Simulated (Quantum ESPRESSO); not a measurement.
# TePb (Fm-3m) in Quantum ESPRESSO: notebook

One crystal, TePb, is run at these levels: LDA, PBE, WC; tasks: phonons.

All numbers are computed with Quantum ESPRESSO 7.5; they aren't measurements. Logs are shortened: lines on timing, memory, paths and dates and some standing lists are left out, and cuts for length are marked.

**What was measured.**

From a printed reference work, monograph, for a bulk crystal of TePb at 77 K: high-frequency dielectric constant 36.9.

The runs below are set against these values where they give the same quantity.

### Step 1. The crystal as given

Symmetry: Fm-3m, No. 225, cubic system. Conventional cell: a = 6.462 Å, b = 6.462 Å, c = 6.462 Å, α = 90.00°, β = 90.00°, γ = 90.00°. Pb (site symmetry m-3m) is surrounded by 6 Te at 3.23 Å. Te (site symmetry m-3m) has 6 Pb at 3.23 Å as nearest neighbours.

### Step 2. Phonons, LDA

Input file pw.in:

```
&CONTROL
  calculation = 'scf'
  prefix = 'pwscf'
  outdir = './tmp'
  pseudo_dir = './pseudo'
  tprnfor = .true.
  tstress = .true.
  disk_io = 'low'
/
&SYSTEM
  ibrav = 0
  A = 4.56932402
  nat = 2
  ntyp = 2
  ecutwfc = 45
  ecutrho = 360
  nbnd = 16
  occupations = 'smearing'
  smearing = 'fd'
  degauss = 0.00367493
/
&ELECTRONS
  conv_thr = 4d-10
  electron_maxstep = 120
  mixing_beta = 0.5
/
ATOMIC_SPECIES
Pb   207.2000 pb_lda_v1.uspp.F.UPF
Te   127.6000 te_lda_v1.uspp.F.UPF
CELL_PARAMETERS alat
   0.0000000000    0.7071067812    0.7071067812
   0.7071067812    0.0000000000    0.7071067812
   0.7071067812    0.7071067812    0.0000000000
ATOMIC_POSITIONS alat
Pb     0.0000000000    0.0000000000    0.0000000000
Te     0.7071067812    0.7071067812    0.7071067812
K_POINTS automatic
6 6 6 1 1 1
```

Input file relax.in:

```
&CONTROL
  calculation = 'vc-relax'
  prefix = 'pwscf'
  outdir = './tmp'
  pseudo_dir = './pseudo'
  tprnfor = .true.
  tstress = .true.
  disk_io = 'low'
  nstep = 40
  forc_conv_thr = 0.0001
  etot_conv_thr = 1d-06
/
&SYSTEM
  ibrav = 0
  A = 4.56932402
  nat = 2
  ntyp = 2
  ecutwfc = 45
  ecutrho = 360
  nbnd = 16
  occupations = 'smearing'
  smearing = 'fd'
  degauss = 0.00367493
/
&ELECTRONS
  conv_thr = 4d-10
  electron_maxstep = 120
  mixing_beta = 0.5
/
&IONS
  ion_dynamics = 'bfgs'
/
&CELL
  cell_dynamics = 'bfgs'
  press = 0
  press_conv_thr = 0.2
/
ATOMIC_SPECIES
Pb   207.2000 pb_lda_v1.uspp.F.UPF
Te   127.6000 te_lda_v1.uspp.F.UPF
CELL_PARAMETERS alat
   0.0000000000    0.7071067812    0.7071067812
   0.7071067812    0.0000000000    0.7071067812
   0.7071067812    0.7071067812    0.0000000000
ATOMIC_POSITIONS alat
Pb     0.0000000000    0.0000000000    0.0000000000
Te     0.7071067812    0.7071067812    0.7071067812
K_POINTS automatic
6 6 6 1 1 1
```

Input file gamma.in:

```
&CONTROL
  calculation = 'bands'
  prefix = 'pwscf'
  outdir = './tmp'
  pseudo_dir = './pseudo'
  disk_io = 'low'
  verbosity = 'high'
/
&SYSTEM
  ibrav = 0
  A = 4.50526553
  nat = 2
  ntyp = 2
  ecutwfc = 45
  ecutrho = 360
  nbnd = 16
  occupations = 'smearing'
  smearing = 'fd'
  degauss = 0.00367493
/
&ELECTRONS
  conv_thr = 1d-08
  electron_maxstep = 120
  mixing_beta = 0.5
  diago_full_acc = .true.
  startingwfc = 'random'
/
ATOMIC_SPECIES
Pb   207.2000 pb_lda_v1.uspp.F.UPF
Te   127.6000 te_lda_v1.uspp.F.UPF
CELL_PARAMETERS alat
   0.0000000000    0.7071067820    0.7071067820
   0.7071067820    0.0000000000    0.7071067820
   0.7071067820    0.7071067820    0.0000000000
ATOMIC_POSITIONS alat
Pb     0.0000000000    0.0000000000    0.0000000000
Te     0.7071067820    0.7071067820    0.7071067820
K_POINTS crystal
1
0.0 0.0 0.0 1
```

Input file scf2.in:

```
&CONTROL
  calculation = 'scf'
  prefix = 'pwscf'
  outdir = './tmp'
  pseudo_dir = './pseudo'
  tprnfor = .true.
  tstress = .true.
  disk_io = 'low'
/
&SYSTEM
  ibrav = 0
  A = 4.50526553
  nat = 2
  ntyp = 2
  ecutwfc = 45
  ecutrho = 360
  nbnd = 16
  occupations = 'fixed'
/
&ELECTRONS
  conv_thr = 1d-13
  electron_maxstep = 120
  mixing_beta = 0.5
  startingpot = 'file'
/
ATOMIC_SPECIES
Pb   207.2000 pb_lda_v1.uspp.F.UPF
Te   127.6000 te_lda_v1.uspp.F.UPF
CELL_PARAMETERS alat
   0.0000000000    0.7071067820    0.7071067820
   0.7071067820    0.0000000000    0.7071067820
   0.7071067820    0.7071067820    0.0000000000
ATOMIC_POSITIONS alat
Pb     0.0000000000    0.0000000000    0.0000000000
Te     0.7071067820    0.7071067820    0.7071067820
K_POINTS automatic
6 6 6 1 1 1
```

Input file ph.in:

```
phonons of TePb
&INPUTPH
  prefix = 'pwscf'
  outdir = './tmp'
  tr2_ph = 1d-18
  fildyn = 'dyn'
  niter_ph = 90
  alpha_mix(1) = 0.7
  epsil = .true.
/
0.0000000000 0.0000000000 0.0000000000
```

Input file dynmat.in:

```
&INPUT
  fildyn = 'dyn'
  asr = 'crystal'
  lperm = .true.
  filout = 'dynmat.disp'
  fileig = 'dynmat.eig'
/
```

Input file dynmat_lo.in:

```
&INPUT
  fildyn = 'dyn'
  asr = 'crystal'
  filout = 'dynmat_lo.disp'
  fileig = 'dynmat_lo.eig'
  q(1) = 0
  q(2) = 0
  q(3) = 1
/
```

Potentials or basis: GBRV 1.5 LDA.

Command:

```console
$ OMP_NUM_THREADS=1 mpirun -n 4 pw.x -nk 4 -in pw.in > pw.out
$ OMP_NUM_THREADS=1 mpirun -n 4 pw.x -nk 4 -in relax.in > relax.out
$ OMP_NUM_THREADS=1 mpirun -n 4 pw.x -in gamma.in > gamma.out
$ OMP_NUM_THREADS=1 mpirun -n 4 pw.x -nk 4 -in scf2.in > scf2.out
$ OMP_NUM_THREADS=1 mpirun -n 4 ph.x -nk 4 -in ph.in > ph.out
$ OMP_NUM_THREADS=1 mpirun -n 1 dynmat.x -in dynmat.in > dynmat.out
$ OMP_NUM_THREADS=1 mpirun -n 1 dynmat.x -in dynmat_lo.in > dynmat_lo.out
```

pw.out:

```text
This program is part of the open-source Quantum ESPRESSO suite
     for quantum simulation of materials; please cite
[... 6 lines left out ...]
     using ibrav=0 with symmetry is DISCOURAGED, use correct ibrav instead

     K-points division:     npool     =       4
     Subspace diagonalization in iterative solution of the eigenvalue problem:
     a serial algorithm will be used

     G-vector sticks info
     --------------------
     sticks:   dense  smooth     PW     G-vecs:    dense   smooth      PW
     Sum        1843     925    283                52345    18499    3119

     Using Slab Decomposition

     bravais-lattice index     =            0
     lattice parameter (alat)  =       8.6348  a.u.
     unit-cell volume          =     455.2369 (a.u.)^3
     number of atoms/cell      =            2
     number of atomic types    =            2
     number of electrons       =        20.00
     number of Kohn-Sham states=           16
     kinetic-energy cutoff     =      45.0000  Ry
     charge density cutoff     =     360.0000  Ry
     scf convergence threshold =      4.0E-10
     mixing beta               =       0.5000
     number of iterations used =            8  plain     mixing
     Exchange-correlation= SLA  PZ   NOGX NOGC
                           (   1   1   0   0   0   0   0)

     celldm(1)=   8.634771  celldm(2)=   0.000000  celldm(3)=   0.000000
     celldm(4)=   0.000000  celldm(5)=   0.000000  celldm(6)=   0.000000

     crystal axes: (cart. coord. in units of alat)
               a(1) = (   0.000000   0.707107   0.707107 )
               a(2) = (   0.707107   0.000000   0.707107 )
               a(3) = (   0.707107   0.707107   0.000000 )

     reciprocal axes: (cart. coord. in units 2 pi/alat)
               b(1) = ( -0.707107  0.707107  0.707107 )
               b(2) = (  0.707107 -0.707107  0.707107 )
               b(3) = (  0.707107  0.707107 -0.707107 )

     PseudoPot. # 1 for Pb read from file:
     pb_lda_v1.uspp.F.UPF
     Pseudo is Ultrasoft + core correction, Zval = 14.0
     Generated by new atomic code, or converted to UPF format
     Using radial grid of  899 points,  6 beta functions with:
                l(1) =   0
                l(2) =   0
                l(3) =   1
                l(4) =   1
                l(5) =   2
                l(6) =   2
     Q(r) pseudized with  6 coefficients,  rinner =    1.000   1.000   1.000
                                                       1.000   1.000

     PseudoPot. # 2 for Te read from file:
     te_lda_v1.uspp.F.UPF
     Pseudo is Ultrasoft + core correction, Zval =  6.0
     Generated by new atomic code, or converted to UPF format
     Using radial grid of  891 points,  5 beta functions with:
                l(1) =   0
                l(2) =   0
                l(3) =   1
                l(4) =   1
                l(5) =   2
     Q(r) pseudized with  6 coefficients,  rinner =    1.800   1.800   1.800
                                                       1.800   1.800

     atomic species   valence    mass     pseudopotential
     Pb               14.00   207.20000     Pb( 1.00)
     Te                6.00   127.60000     Te( 1.00)

     48 Sym. Ops., with inversion, found

   Cartesian axes

     site n.     atom                  positions (alat units)
         1        Pb     tau(   1) = (   0.0000000   0.0000000   0.0000000  )
         2        Te     tau(   2) = (   0.7071068   0.7071068   0.7071068  )

     number of k points=    28  Fermi-Dirac smearing, width (Ry)=  0.0037
                       cart. coord. in units 2pi/alat
        k(    1) = (   0.0589256   0.0589256   0.0589256), wk =   0.0185185
        k(    2) = (   0.1767767   0.1767767  -0.0589256), wk =   0.0555556
        k(    3) = (   0.2946278   0.2946278  -0.1767767), wk =   0.0555556
        k(    4) = (  -0.2946278  -0.2946278   0.4124790), wk =   0.0555556
        k(    5) = (  -0.1767767  -0.1767767   0.2946278), wk =   0.0555556
        k(    6) = (  -0.0589256  -0.0589256   0.1767767), wk =   0.0555556
[... 20 lines left out ...]
        k(   27) = (   0.2946278   0.2946278   0.2946278), wk =   0.0185185
        k(   28) = (  -0.2946278  -0.2946278   0.8838835), wk =   0.0555556

     Dense  grid:    52345 G-vectors     FFT dimensions: (  54,  54,  54)

     Smooth grid:    18499 G-vectors     FFT dimensions: (  40,  40,  40)

     Initial potential from superposition of free atoms

     starting charge      19.9980, renormalised to      20.0000

     negative rho (up, down):  1.592E-02 0.000E+00
     Starting wfcs are   13 randomized atomic wfcs +    3 random wfcs

     Self-consistent Calculation

     iteration #  1     ecut=    45.00 Ry     beta= 0.50
     Davidson diagonalization with overlap
     ethr =  1.00E-02,  avg # of iterations =  5.2

     Threshold (ethr) on eigenvalues was too large:
     Diagonalizing with lowered threshold

     Davidson diagonalization with overlap
     ethr =  1.55E-04,  avg # of iterations =  3.8

     negative rho (up, down):  1.532E-02 0.000E+00
[... 28 lines left out ...]
     total energy              =    -190.62297142 Ry
     estimated scf accuracy    <       0.00000271 Ry

     iteration #  5     ecut=    45.00 Ry     beta= 0.50
     Davidson diagonalization with overlap
     c_bands:  1 eigenvalues not converged
     c_bands:  1 eigenvalues not converged
     c_bands:  1 eigenvalues not converged
     c_bands:  1 eigenvalues not converged
     ethr =  1.35E-08,  avg # of iterations = 16.0

     negative rho (up, down):  1.549E-02 0.000E+00

     total energy              =    -190.62300417 Ry
     estimated scf accuracy    <       0.00000107 Ry
[... 19 lines left out ...]
     iteration #  8     ecut=    45.00 Ry     beta= 0.50
     Davidson diagonalization with overlap
     ethr =  7.45E-11,  avg # of iterations =  5.7

     negative rho (up, down):  1.561E-02 0.000E+00

     End of self-consistent calculation

          k = 0.0589 0.0589 0.0589 (  2307 PWs)   bands (ev):

    -9.4956  -9.4956  -9.4815  -9.4807  -9.4807  -4.9000   1.1754   5.8093
     5.8093   5.8997  10.7723  10.8822  10.8822  12.8115  13.0459  13.0459

          k = 0.1768 0.1768-0.0589 (  2315 PWs)   bands (ev):

    -9.5009  -9.4981  -9.4809  -9.4769  -9.4742  -4.5904   0.3768   5.3484
     6.1528   6.5396   9.2134   9.4665  10.8879  12.7913  13.3713  14.3196

          k = 0.2946 0.2946-0.1768 (  2324 PWs)   bands (ev):

    -9.5065  -9.5064  -9.4789  -9.4681  -9.4665  -3.9118  -0.9050   5.3230
     6.3258   6.9373   8.0893   8.4705   9.8729  13.7991  14.5656  14.6990

          k =-0.2946-0.2946 0.4125 (  2326 PWs)   bands (ev):
[... 16 lines left out ...]
    -9.5117  -9.4921  -9.4847  -9.4722  -9.4714  -4.4409   0.2609   5.2215
     5.2516   6.4508   8.9026  11.0053  11.1324  11.7152  14.5501  14.7915

          k = 0.4125 0.1768-0.0589 (  2323 PWs)   bands (ev):

    -9.5233  -9.4944  -9.4835  -9.4665  -9.4646  -3.9044  -0.4943   4.5765
     5.0840   5.7208   9.7412  10.2205  11.2062  12.2118  14.5614  15.7809

          k =-0.1768-0.4125 0.5303 (  2320 PWs)   bands (ev):
[... 6 lines left out ...]
    -9.5183  -9.5015  -9.4773  -9.4683  -9.4652  -3.6784  -0.9104   4.1569
     5.3871   6.6689   8.4391   9.6679  11.5221  13.3185  14.5630  15.2626

          k = 0.0589-0.1768 0.2946 (  2318 PWs)   bands (ev):

    -9.5093  -9.4973  -9.4816  -9.4723  -9.4697  -4.2975  -0.1110   4.9655
     5.9356   6.6163   8.6352   9.5738  11.0340  12.4694  14.3479  14.5609

          k = 0.5303 0.0589 0.0589 (  2329 PWs)   bands (ev):
[... 6 lines left out ...]
    -9.5478  -9.4893  -9.4862  -9.4608  -9.4559  -3.2469  -0.7046   2.9461
     4.1244   5.2438  10.6412  11.1158  12.5799  13.0926  14.5612  16.1091

          k = 0.0589-0.4125 0.5303 (  2318 PWs)   bands (ev):

    -9.5320  -9.4981  -9.4760  -9.4690  -9.4595  -3.2402  -1.1422   3.4304
     4.5013   6.2029   9.0664  10.9371  12.3135  13.3742  14.5558  14.5889

          k = 0.1768-0.2946 0.4125 (  2328 PWs)   bands (ev):

    -9.5153  -9.5037  -9.4777  -9.4674  -9.4637  -3.6068  -1.2021   4.9256
     5.5484   6.5596   8.3682   9.3241  10.2836  13.6978  14.5657  15.7567

          k =-0.6482 0.0589 0.0589 (  2317 PWs)   bands (ev):

    -9.5550  -9.4906  -9.4848  -9.4562  -9.4557  -3.3113  -0.4036   2.7779
     4.4069   4.4399  10.5265  12.2363  12.2917  13.4221  14.5595  17.5492

          k =-0.5303 0.1768-0.0589 (  2328 PWs)   bands (ev):

    -9.5382  -9.4913  -9.4852  -9.4627  -9.4592  -3.5048  -0.6859   3.7686
     4.2874   5.4019  10.3060  11.1743  11.8166  12.3678  14.5620  16.4273

          k =-0.4125 0.0589 0.0589 (  2324 PWs)   bands (ev):

    -9.5278  -9.4892  -9.4872  -9.4656  -9.4648  -4.0302  -0.1420   4.8280
     4.8524   5.0335  10.3415  10.9734  11.5030  11.6373  14.5570  16.0179

          k = 0.1768 0.1768 0.1768 (  2316 PWs)   bands (ev):
[... 31 lines left out ...]
    -9.5392  -9.4952  -9.4783  -9.4690  -9.4559  -3.1728  -0.9794   3.2646
     3.6887   6.4397   9.0273  11.8239  12.5255  13.3150  14.5253  14.5693

          k =-0.7660 0.1768 0.1768 (  2320 PWs)   bands (ev):

    -9.5408  -9.4930  -9.4824  -9.4624  -9.4587  -3.2224  -0.9609   3.1136
     4.8492   5.0404  10.5788  10.7961  12.2405  12.7993  14.5630  16.0478

          k = 0.2946 0.2946 0.2946 (  2334 PWs)   bands (ev):
[... 6 lines left out ...]
    -9.5174  -9.5043  -9.4762  -9.4670  -9.4634  -3.4315  -1.3734   4.5345
     5.7729   6.1470   8.8453   9.0341  10.6670  14.4194  14.5663  15.1666

     the Fermi energy is     7.4981 ev

!    total energy              =    -190.62300379 Ry
     estimated scf accuracy    <          2.5E-10 Ry
     smearing contrib. (-TS)   =      -0.00000014 Ry
     internal energy E=F+TS    =    -190.62300365 Ry

     The total energy is F=E-TS. E is the sum of the following terms:
     one-electron contribution =     -46.12965277 Ry
     hartree contribution      =      35.11885681 Ry
     xc contribution           =     -77.51399760 Ry
     ewald contribution        =    -102.09821009 Ry

     convergence has been achieved in   8 iterations

     negative rho (up, down):  1.561E-02 0.000E+00

     Forces acting on atoms (cartesian axes, Ry/au):

     atom    1 type  1   force =     0.00000000    0.00000000   -0.00000000
     atom    2 type  2   force =    -0.00000000    0.00000000   -0.00000000

     Total force =     0.000000     Total SCF correction =     0.000000

     Computing stress (Cartesian axis) and pressure

     negative rho (up, down):  1.561E-02 0.000E+00
          total   stress  (Ry/bohr**3)                   (kbar)     P=      -18.97
  -0.00012896  -0.00000000   0.00000000          -18.97       -0.00        0.00
   0.00000000  -0.00012896   0.00000000            0.00      -18.97        0.00
   0.00000000   0.00000000  -0.00012896            0.00        0.00      -18.97

=------------------------------------------------------------------------------=
   JOB DONE.
=------------------------------------------------------------------------------=
```

Run time: 3.2 min. Hardware: 4 MPI ranks of Intel Xeon Platinum 8488C (Sapphire Rapids), shared host; peak memory 0.6 GiB.

What came out:

```yaml
Free_energy: -2593.5742 eV
Relaxed_volume: 32.33 Å³/atom
Relaxed_cell: a = 4.505 Å, b = 4.505 Å, c = 4.505 Å, α = 60.00°, β = 60.00°, γ = 60.00°
Space_group_after_relaxing_to_0.05_Å: Fm-3m (No. 225)
Pressure_after_relaxing: 0.0 GPa
Electronic_dielectric_tensor_diagonal: 34.20
Born_charges_mean_of_the_diagonal: Pb +6.06; Te -6.03 e
Highest_phonon_frequency_at_Γ_LO-TO_splitting_left_out: 48 cm⁻¹
Static_dielectric_tensor_diagonal: 188.55
```

The path:
```
step  energy change (eV)  largest force (eV/Å)  pressure (GPa)  volume (Å³)
   1              0.0000                0.0000           -1.90        67.46
   2             -0.0068                0.0000           -1.50        66.81
   3             -0.0139                0.0000           -0.86        65.84
   4             -0.0169                0.0000            0.05        64.59
   5             -0.0170                0.0000            0.00        64.66
```

Final structure:
```
CELL_PARAMETERS angstrom
0.00000 3.18570 3.18570
3.18570 0.00000 3.18570
3.18570 3.18570 0.00000
ATOMIC_POSITIONS crystal
Pb 0.00000 0.00000 0.00000
Te 0.50000 0.50000 0.50000
```

Levels at points of the mesh, in eV from the valence-band top:
```tsv
k point	band 6	band 7	band 8	band 9	band 10	band 11	band 12	band 13	band 14	band 15
(0.08, 0.08, 0.08)	-12.21	-5.70	-1.30	-1.30	-1.19	3.86	3.97	3.97	5.76	6.01
```

Phonon frequencies in cm⁻¹ (negative: imaginary):
| q point | frequencies |
| --- | --- |
| (0.000, 0.000, 0.000) | -4 -4 -4 48 48 48 |

Electronic dielectric tensor:
```
34.20  0.00  0.00
 0.00 34.20  0.00
 0.00  0.00 34.20
```

Born effective charge tensors (e):
atom 1, Pb
```
6.06 0.00 0.00
0.00 6.06 0.00
0.00 0.00 6.06
```
atom 2, Te
```
-6.03  0.00  0.00
 0.00 -6.03  0.00
 0.00  0.00 -6.03
```

Optical modes at Γ, degenerate ones joined, polar ones without the macroscopic field:
```tsv
cm⁻¹	components	symmetry	active in	IR intensity, summed ((D/Å)²/amu)
48	3	T1u	IR	32.01
```

Zone-centre frequencies without and with the macroscopic field along z (cm⁻¹):
```tsv
	optical modes in rising order
without	48 48 48
with the field	48 48 112
```

Static dielectric tensor, electrons and zone-centre modes:
```
188.55   0.00   0.00
  0.00 188.55   0.00
  0.00   0.00 188.55
```

The run has no spin-orbit coupling, so splittings on Pb, Te are missing.

(Part 1 of 3 ends here.)
